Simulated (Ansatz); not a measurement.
TiPbO3, DFT, PBE, all-electron LAPW, scalar-relativistic (Ansatz 0.2.0), run on 2 threads of Intel(R) Xeon(R) Platinum 8488C (Sapphire Rapids) on a shared host.

The cell comes from COD entry 2107521, which wasn't checked; take it as a given geometry. The listed cell was then made from it by scaling, straining or moving an atom.

Command: `ansatz run input.yaml --threads 2 --pin off --max-ram 8192MiB --backend cpu --events-out ev --progress --plain --runs-dir out`

```yaml
crystal:
  lattice:
    - [3.9756743172, 0.0, 0.0]
    - [0.0, 3.9756743172, 0.0]
    - [0.0, 0.0, 4.2312912518]
  atoms:
    - { symbol: Ti, position: [0.5, 0.5, 0.5382] }
    - { symbol: Pb, position: [0.0, 0.0, 0.0] }
    - { symbol: O, position: [0.5, 0.5, 0.113] }
    - { symbol: O, position: [0.5, 0.0, 0.615] }
    - { symbol: O, position: [0.0, 0.5, 0.615] }
kpoints:
  mp_grid: { grid: [9, 9, 8] }
  band_path:
    path:
      - [0.0, 0.0, 0.0]
      - [0.0, 0.5, 0.0]
      - [0.5, 0.5, 0.0]
      - [0.0, 0.0, 0.0]
      - [0.0, 0.0, 0.5]
      - [0.0, 0.5, 0.5]
      - [0.5, 0.5, 0.5]
      - [0.0, 0.0, 0.5]
      - [0.0, 0.5, 0.0]
    npoints: 5
scf:
  occupations: { method: fermi_dirac, width: 0.03 }
hamiltonian:
  xc: pbe
  pseudopotentials: { kind: all_electron, lapw: { basis_error: 0.0005 } }
output:
  forces: true
  stress: true
  eigenvalues: true
```

(1) How large is the problem that the program sets up?

(2) Estimate the wall time and the peak memory.

Answers

(1) 75 irreducible k-points, 1815 plane waves at Γ, 58 bands.

(2) 2.3 min of wall time for 11 SCF iterations, with a peak of 1.1 GiB. Times on shared machines scatter by tens of per cent.
